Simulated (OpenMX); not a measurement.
Runs of OpenMX 3.8.5 on SiC (Moissanite). Symmetry: P6_3mc, No. 186, hexagonal system. The conventional cell has a = 3.076 Å, b = 3.076 Å, c = 5.048 Å, α = 90.00°, β = 90.00°, γ = 120.00°. Si (site symmetry 3m) has 4 C at 1.87 to 1.94 Å as nearest neighbours. C (site symmetry 3m) has 4 Si at 1.87 to 1.94 Å as nearest neighbours. 

| task | level | potentials or basis | max SCF cycles | grid points, held for all volumes | gap on the mesh (eV) | pressure (GPa) | V0 of scaled cells (Å³/atom) | B0 (GPa) | largest force (eV/Å) |
| --- | --- | --- | --- | --- | --- | --- | --- | --- | --- |
| band structure | PBE | OpenMX 2013 PBE set, Si7.0-s3p3d2, C6.0-s3p2d2, grid cutoff 300 Ry | 100 | - | 2.47 | 4.9 | - | - | 0.79 |
| band structure | LDA | OpenMX 2013 LDA set, Si7.0-s2p2d1, C6.0-s2p2d1, grid cutoff 300 Ry | 100 | - | 2.56 | -1.6 | - | - | 0.79 |
| equation of state | PBE | OpenMX 2013 PBE set, Si7.0-s2p1d1, C6.0-s2p2, fixed grid of 28 × 28 × 54 points | - | 28 × 28 × 54 | - | - | 10.59 | 211 | - |
| equation of state | LDA | OpenMX 2013 LDA set, Si7.0-s2p2d1, C6.0-s2p2d1, fixed grid of 28 × 28 × 54 points | - | 28 × 28 × 54 | - | - | 10.27 | (c) | - |
| band structure | PBE | OpenMX 2013 PBE set, Si7.0-s2p1d1, C6.0-s2p2, grid cutoff 300 Ry | 100 | - | 2.90 | (b) | - | - | (a) |

Alike in all rows: no spin polarisation; cell as given; k mesh 11 × 11 × 5; smearing fermi-dirac 0.05 eV.

Task: Estimate the missing entries.

Result: (a) 0.83; (b) 5.2; (c) 228.

Caveats: the basis of atomic orbitals isn't converged, which shifts pressures, moduli and gaps; the mesh misses the band edges, which the band path finds closer together (some runs); volumes in these bases differ from converged ones by about 1 %, for some elements by several (some runs); the cell was scaled at fixed shape and fractional positions, which overstates the stiffness of a crystal with free parameters, most of all of layers and chains (some runs).
